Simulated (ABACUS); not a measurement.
# GaAs (F-43m) in ABACUS: notebook, part 2 of 2

ABACUS 3.10.1. Earlier steps stand in the parts before.

### Step 3. Equation of state, rPW86PBE, 21.23 Å³/atom (volume scaled by 0.94)

Input file INPUT:

```
INPUT_PARAMETERS
suffix              GaAs
calculation         scf
basis_type          pw
pseudo_dir          ./
symmetry            1
dft_functional      GGA_X_RPW86+GGA_C_PBE
ecutwfc             84
pseudo_rcut         7
nspin               1
nbands              18
ks_solver           dav
smearing_method     fd
smearing_sigma      0.00367493
scf_thr             1e-08
scf_nmax            100
mixing_type         broyden
mixing_beta         0.7
cal_force           1
cal_stress          1
kpar                4
```

Input file STRU:

```
ATOMIC_SPECIES
As 74.9216 As.upf
Ga 69.7230 Ga.upf

LATTICE_CONSTANT
7.4004690563

LATTICE_VECTORS
0.0000000000 0.7071067812 0.7071067812
0.7071067812 0.0000000000 0.7071067812
0.7071067812 0.7071067812 0.0000000000

ATOMIC_POSITIONS
Cartesian

As
0.0
1
1.0606601718 1.0606601718 1.0606601718 1 1 1

Ga
0.0
1
0.0000000000 0.0000000000 0.0000000000 1 1 1
```

Input file KPT:

```
K_POINTS
0
Gamma
6 6 6 0 0 0
```

Potentials or basis: PseudoDojo NC SR 0.4.1 PBE standard, plane waves.

On the command line:

```
> OMP_NUM_THREADS=1 mpirun -np 4 abacus > log
```

running log:

```text
ABACUS v3.10.1

               Atomic-orbital Based Ab-initio Computation at UStc

 ------------------------------------------------------------------------------------

 READING GENERAL INFORMATION
                           global_out_dir = OUT.GaAs/
                           global_in_card = INPUT
                               pseudo_dir = ./
                              orbital_dir =
                                    DSIZE = 4
                                    GSIZE = 1

 READING UNITCELL INFORMATION
                                    ntype = 2
                  lattice constant (Bohr) = 7.40047
              lattice constant (Angstrom) = 3.91616

 READING ATOM TYPE 1
                               atom label = As
                      L=0, number of zeta = 1
                      L=1, number of zeta = 1
                      L=2, number of zeta = 1
             number of atom for this type = 1

 READING ATOM TYPE 2
                               atom label = Ga
                      L=0, number of zeta = 1
                      L=1, number of zeta = 1
                      L=2, number of zeta = 1
             number of atom for this type = 1

                        TOTAL ATOM NUMBER = 2
CARTESIAN COORDINATES ( UNIT =       7.400469056300 Bohr ).
    atom                   x                   y                   z     mag                  vx                  vy                  vz
tauc_As1            1.0606601718        1.0606601718        1.0606601718  0.0000        0.0000000000        0.0000000000        0.0000000000
tauc_Ga1            0.0000000000        0.0000000000        0.0000000000  0.0000        0.0000000000        0.0000000000        0.0000000000

                          Volume (Bohr^3) = 286.591
                             Volume (A^3) = 42.4684

 Lattice vectors: (Cartesian coordinate: in unit of a_0)
                   +0           +0.707107           +0.707107
            +0.707107                  +0           +0.707107
            +0.707107           +0.707107                  +0
 Reciprocal vectors: (Cartesian coordinate: in unit of 2 pi/a_0)
            -0.707107           +0.707107           +0.707107
            +0.707107           -0.707107           +0.707107
            +0.707107           +0.707107           -0.707107
 The esolver type has been set to : ksdft_pw

                PAO radial cut off (Bohr) = 7

[... 224 lines left out ...]

 PW ALGORITHM --------------- ION=   1  ELEC=   1--------------------------------
 Notice: Threshold on eigenvalues was too large.
 hsover_error=0.28 > DRHO=0.0648495
 Origin diag ethr = 0.01
 New diag ethr = 0.000231605

 Density error is 0.0645618113543
                          Error Threshold = 0.000231605239865
----------------------------------------------------------
     Energy           Rydberg                 eV
----------------------------------------------------------
 E_KohnSham     -365.7822637841      -4976.7230148028
 E_Harris       -365.0438898510      -4966.6769220577
 E_Fermi        0.7178675999         9.7670897681
----------------------------------------------------------
[... 63 lines left out ...]
 Density error is 1.61866263593e-09
                          Error Threshold = 1.52472829975e-10
----------------------------------------------------------
     Energy           Rydberg                 eV
----------------------------------------------------------
 E_KohnSham     -365.7943228510      -4976.8870868258
 E_KS(sigma->0) -365.7943227131      -4976.8870849491
 E_Harris       -365.7943987935      -4976.8881200759
 E_band         -20.1176450650       -273.7146032256
 E_one_elec     -185.6380257532      -2525.7349157144
 E_Hartree      112.5457386472       1531.2633312212
 E_xc           -90.2156669803       -1227.4471198028
 E_Ewald        -202.4863684889      -2754.9683787765
 E_entropy(-TS) -0.0000002759        -0.0000037534
 E_descf        0.0000000000         0.0000000000
 E_exx          0.0000000000         0.0000000000
 E_Fermi        0.7498863997         10.2027278881
----------------------------------------------------------

 charge density convergence is achieved
 final etot is -4976.8870868 eV
 EFERMI = 10.202727888 eV

 STATE ENERGY(eV) AND OCCUPATIONS    NSPIN == 1
 1/4 kpoint (Cartesian) = 0.0000 0.0000 0.0000 (3719 pws)
       1       -25.5469     0.00925926
       2       -25.5469     0.00925926
       3       -25.5469     0.00925926
       4       -25.5362     0.00925926
       5       -25.5362     0.00925926
       6       -5.27129     0.00925926
[... 59 lines left out ...]
       6       -5.37186      0.0370370
[... 10 lines left out ...]
      17        14.4921    2.05046e-39
      18        17.6794    4.23884e-67

------------------------------------------------------------------------------------------
 TOTAL-FORCE (eV/Angstrom)
------------------------------------------------------------------------------------------
                       As1         0.0000000000         0.0000000000         0.0000000000
                       Ga1         0.0000000000         0.0000000000         0.0000000000
------------------------------------------------------------------------------------------

----------------------------------------------------------------
 TOTAL-STRESS (KBAR)
----------------------------------------------------------------
       114.6483901882         0.0000000000        -0.0000000000
        -0.0000000000       114.6483901882         0.0000000000
        -0.0000000000         0.0000000000       114.6483901882
----------------------------------------------------------------
 TOTAL-PRESSURE: 114.648390 KBAR

 --------------------------------------------
 !FINAL_ETOT_IS -4976.8870868258100018 eV
 --------------------------------------------
```

It took 15 s on 4 MPI ranks of Intel Xeon Platinum 8259CL at 2.50GHz (Skylake/Cascade Lake), shared host; peak memory 0.36 GiB.

What came out:

| Property | Result |
| --- | --- |
| Free energy | -4976.8871 eV |
| Pressure | 11.5 GPa |
| Band gap on the k mesh | 0.83 eV, direct |

Caveat: the potentials were made for another functional, which shifts forces and pressure.

### Step 4. Equation of state, rPW86PBE, 22.14 Å³/atom (volume scaled by 0.98)

INPUT is that of step 3.

Edit STRU of step 3 so:

```diff
@@ -5,3 +5,3 @@
 LATTICE_CONSTANT
-7.4004690563
+7.5039855270
```

KPT is that of step 3.

On the command line:

```
> OMP_NUM_THREADS=1 mpirun -np 4 abacus > log
```

It took 13 s on 4 MPI ranks of Intel Xeon Platinum 8259CL at 2.50GHz (Skylake/Cascade Lake), shared host; peak memory 0.4 GiB.

It converged, with:

```
Free energy            : -4976.9934 eV
Pressure               : 7.5 GPa
Band gap on the k mesh : 0.50 eV, direct
```

Caveat: the potentials were made for another functional, which shifts forces and pressure.

### Step 5. Equation of state, rPW86PBE, 23.04 Å³/atom (volume scaled by 1.02)

INPUT is that of step 4.

Edit STRU of step 4 so:

```diff
@@ -5,3 +5,3 @@
 LATTICE_CONSTANT
-7.5039855270
+7.6047221854
```

KPT is that of step 4.

On the command line:

```
> OMP_NUM_THREADS=1 mpirun -np 4 abacus > log
```

It took 13 s on 4 MPI ranks of Intel Xeon Platinum 8259CL at 2.50GHz (Skylake/Cascade Lake), shared host; peak memory 0.36 GiB.

Results (log left out):

- Free energy: -4977.0595 eV
- Pressure: 4.3 GPa
- Band gap on the k mesh: 0.19 eV, direct

Caveat: the potentials were made for another functional, which shifts forces and pressure.

### Step 6. Equation of state, rPW86PBE, 23.94 Å³/atom (volume scaled by 1.06)

INPUT is that of step 5.

Edit STRU of step 5 so:

```diff
@@ -5,3 +5,3 @@
 LATTICE_CONSTANT
-7.6047221854
+7.7028584570
```

KPT is that of step 5.

Potentials or basis: PseudoDojo NC SR 0.4.1 PBE standard, plane waves.

On the command line:

```
> OMP_NUM_THREADS=1 mpirun -np 4 abacus > log
```

It took 13 s on 4 MPI ranks of Intel Xeon Platinum 8259CL at 2.50GHz (Skylake/Cascade Lake), shared host; peak memory 0.4 GiB.

Results (log left out):

- Free energy: -4977.0941 eV
- Pressure: 1.8 GPa
- Band gap on the k mesh: none (metal or under the smearing width)

Caveat: the potentials were made for another functional, which shifts forces and pressure.

### Step 7. Equation of state, rPW86PBE

No new run: the results of the series are fitted here.

Results:

| Property | Result |
| --- | --- |
| Equilibrium volume | 24.84 Å³/atom (rough: see the caveat) |
| Bulk modulus | 46 GPa (rough) |

Energy against volume, from the lowest point:
| volume (Å³/atom) | energy (meV/atom) |
| --- | --- |
| 21.234 | 103.50 |
| 22.138 | 50.32 |
| 23.041 | 17.31 |
| 23.945 | 0.00 |

Caveat: the minimum lies outside the volumes run; the potentials were made for another functional, which shifts forces and pressure.

### Step 8. Against experiment

Step 2. Measured gap of GaAs: 1.418 eV (direct; 300 K; “Evidence of valence band perturbations in GaAsN/GaAs(001): A combined variable-angle spectroscopic ellipsometry and modulated photoreflectance investigation”, 2008, arxiv:0805.2212). This calculation gives 0.34 eV (-1.08 eV). So large a miss can be the level of theory's own, or it may mean another phase, state or a wrong row. 3 values of this kind are on record (1.412 to 1.51 eV); this one was drawn at random among those near their median, those with a stated uncertainty first. Spin-orbit coupling on As, Ga is left out. The value is that of rPW86PBE, without temperature or zero-point motion.
